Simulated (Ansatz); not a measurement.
## Pressure coefficients of KBr

```
CELL_PARAMETERS angstrom
0.00000 3.29250 3.29250
3.29250 0.00000 3.29250
3.29250 3.29250 0.00000
ATOMIC_POSITIONS crystal
K 0.00000 0.00000 0.00000
Br 0.50000 0.50000 0.50000
```

The cell is COD entry 1010046, as deposited and not checked against the literature; nothing was relaxed. It is an old determination, and later ones may differ.

The calculation used DFT, PBE, all-electron LAPW, scalar-relativistic (Ansatz 0.2.0).

Settings: a Γ-centred 7×7×7 k mesh, Fermi–Dirac smearing of 0.01 eV, basis error target 0.25 meV/atom, no spin polarisation.

The cell is scaled evenly with fractional coordinates held. Semilocal gaps are too small, but their slopes carry over better.

```
V/V(cell)  P (GPa)  gap on the k mesh (eV)
   0.9500     1.83                   4.598
   0.9750     1.30                   4.524
   1.0000     0.83                   4.454
   1.0250     0.43                   4.388
```

(1) From the rows at 0.9750 and 1.0250, what is the bulk modulus at the cell's volume?

(2) What are the gap's volume deformation potential and pressure coefficient?

(3) Predict the row at V/V(cell) = 1.0500. How far is a linear estimate of P off?

Answers

(1) B = −ΔP/Δln V = −[(0.43) − (1.30)]/0.05001 = 17.4 GPa. This is the modulus at 0.83 GPa, not at zero pressure.

(2) dEg/dln V = (4.388 − 4.524)/0.05001 = -2.72 eV, and dEg/dP = −(dEg/dln V)/B = 156 meV/GPa: pressure widens the gap.

(3) P = 0.07 GPa, gap 4.325 eV. The linear estimate P(cell) − B ln(V/V(cell)) = -0.02 GPa misses by 0.09 GPa, since the modulus falls on expansion.
